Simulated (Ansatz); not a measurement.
**Rb (omega type): how the settings move a single-point run**

Aim: see which settings change the result for Rb (omega type), by how much, and at what cost.

Method: reference: DFT, PBE, all-electron LAPW, scalar-relativistic, in Ansatz 0.2.0.

## 1. The structure to begin with

It takes space group P6/mmm (No. 191, hexagonal). The conventional cell has a = 7.390 Å, b = 7.390 Å, c = 4.415 Å, α = 90.00°, β = 90.00°, γ = 120.00°. Around Rb (site symmetry 6/mmm) lie 2 Rb at 4.42 Å. Around Rb (site symmetry -6m2) lie 5 Rb at 4.27 to 4.42 Å.

As a file:

```
Rb
1.0
     7.39008    0.00000    0.00000
    -3.69504    6.39999    0.00000
     0.00000    0.00000    4.41534
Rb
3
Cartesian
  0.0000 0.0000 0.0000
  0.0000 4.2667 2.2077
  3.6950 2.1333 2.2077
```

## 2. Reference

input.yaml reads:

```yaml
crystal:
  lattice:
    - [7.3900768994, 0.0, 0.0]
    - [-3.6950384497, 6.3999943308, 0.0]
    - [0.0, 0.0, 4.4153351856]
  atoms:
    - { symbol: Rb, position: [0.0, 0.0, 0.0] }
    - { symbol: Rb, position: [0.3333333333, 0.6666666667, 0.5] }
    - { symbol: Rb, position: [0.6666666667, 0.3333333333, 0.5] }
kpoints:
  mp_grid: { grid: [5, 5, 7] }
scf:
  occupations: { method: fermi_dirac, width: 0.05 }
hamiltonian:
  xc: pbe
  pseudopotentials: { kind: all_electron, lapw: { basis_error: 0.001 } }
output:
  forces: true
  stress: true
  eigenvalues: true
  populations: true
```

Run with:

```
ansatz run input.yaml --threads 1 --pin off --max-ram 3072MiB --backend cpu --events-out ev --progress --plain --runs-dir out
```

## 3. Variant: symmetry.detect false

Edit input.yaml of step 2 so:

```diff
@@ -9,2 +9,3 @@
     - { symbol: Rb, position: [0.6666666667, 0.3333333333, 0.5] }
+  symmetry: { detect: false }
 kpoints:
```

**Question.** What will these runs give? Wanted: for each run, ending; energy change; pressure; gap; force.

The runs gave:

```csv
run,ending,energy change,pressure (GPa),gap (eV),force (eV/Å),cycles,time
reference,converged,0,1.3,0.00,0.00,9,8.3 s
1: symmetry.detect false,converged,0.0 meV/atom,1.3,0.00,0.00,9,57 s
```

Residual by cycle in the longest SCF loop of each run; runs are numbered as in the table. The quantity is the density residual dr2, in eV.

```csv
cycle,reference,run 1
1,0.0132,0.0132
2,0.00798,0.00798
3,0.00327,0.00327
4,9.2e-4,9.2e-4
5,1.0e-4,1.0e-4
6,1.8e-5,1.8e-5
7,3.1e-6,3.1e-6
8,3.8e-7,3.8e-7
9,2.1e-8,2.2e-8
```

**Reading.** Energy and cycle count are those of the reference, so the change (use of symmetry) left the result and the number of cycles as they were. Cost: 57 s against 8.3 s.
